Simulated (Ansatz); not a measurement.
Crystal: BP.

```
CELL_PARAMETERS angstrom
0.00000 2.26900 2.26900
2.26900 0.00000 2.26900
2.26900 2.26900 0.00000
ATOMIC_POSITIONS crystal
P 0.75000 0.75000 0.75000
B 0.00000 0.00000 0.00000
```

Base run:

```yaml
Program: Ansatz 0.2.0
Functional: HISS
Potentials_or_basis: Ansatz PAW
Cutoff: 420 eV
Density_cutoff: 1680 eV
k_mesh: 6 × 6 × 6
Occupations: fermi-dirac, width 0.05 eV
Spin: no spin polarisation
```

Its results: band gap on the k mesh 2.46 eV, indirect (least direct gap 4.84 eV).

Problem. After a change of settings the same cell gave: band gap on the k mesh 1.35 eV, indirect (least direct gap 3.40 eV). Which change was it?
A. functional from HISS to PBEsol; k mesh from 6 × 6 × 6 to 10 × 10 × 10
B. functional from HISS to PBE0
C. functional from HISS to RPBE
D. functional from HISS to PBEsol0

Solution. C.

HISS gives the wider gap, since exact exchange removes part of the self-interaction.

Caveats: the k mesh misses the band edges, so the gap on the mesh is wider than the one along the path (some runs); the density of states is complete only up to the lowest level of the last band computed (some runs).

Not every run made on this cell is shown here.
